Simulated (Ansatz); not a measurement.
NiSb (Breithauptite):

```
CELL_PARAMETERS angstrom
3.92800 0.00000 0.00000
-1.96400 3.40175 0.00000
0.00000 0.00000 5.12000
ATOMIC_POSITIONS crystal
Sb 0.66667 0.33333 0.75000
Sb 0.33333 0.66667 0.25000
Ni 0.00000 0.00000 0.50000
Ni 0.00000 0.00000 0.00000
```

```yaml
Program: Ansatz 0.2.0
Task: single point
Functional: PBEsol
Potentials_or_basis: Ansatz PAW
Cutoff: "420 eV (not typed: the program's choice for these potentials)"
k_mesh: 8 × 8 × 5
Occupations: fermi-dirac, width 0.05 eV
Spin: collinear spin, ferromagnetic start
Starting_moments: "[0.0, 0.0, 1.0, 1.0] μB"
```

On this cell: pressure -2.0 GPa; largest force under 0.003 eV/Å; net moment 0.00 μB per cell; band gap on the k mesh none (metal or under the smearing width).

The same run follows on a disturbed copy (atoms moved at random, drawn with an rms of 0.05 Å):

```xyz
4
Lattice="3.9280 0.0000 0.0000 -1.9640 3.4017 0.0000 0.0000 0.0000 5.1200" Properties=species:S:1:pos:R:3 pbc="T T T"
Sb    1.9549    1.1405    3.8589
Sb    0.0238    2.2687    1.2540
Ni   -0.0221    0.0497    2.5733
Ni   -0.0042   -0.0116   -0.0246
```

**Question.** What changes?

**Answer.** The energy (extrapolated to zero smearing) moves by +4.6 meV/atom; pressure -1.8 GPa; largest force 0.333 eV/Å; net moment 0.00 μB per cell; band gap on the k mesh none (metal or under the smearing width).

Forces in eV/Å, atoms in the order of the input:
```
Sb  -0.008  0.057 -0.216
Sb  -0.226  0.100  0.188
Ni   0.133 -0.181 -0.245
Ni   0.102  0.024  0.273
```

Stress tensor (GPa, compression positive):
```
-1.65  0.41 -0.12
 0.41 -1.48  0.00
-0.12  0.00 -2.39
```

Caveats: the PAW data sets come from PBE, with cores solved anew for the run's functional, which leaves a small shift of forces and pressure; the starting moments weren't kept.
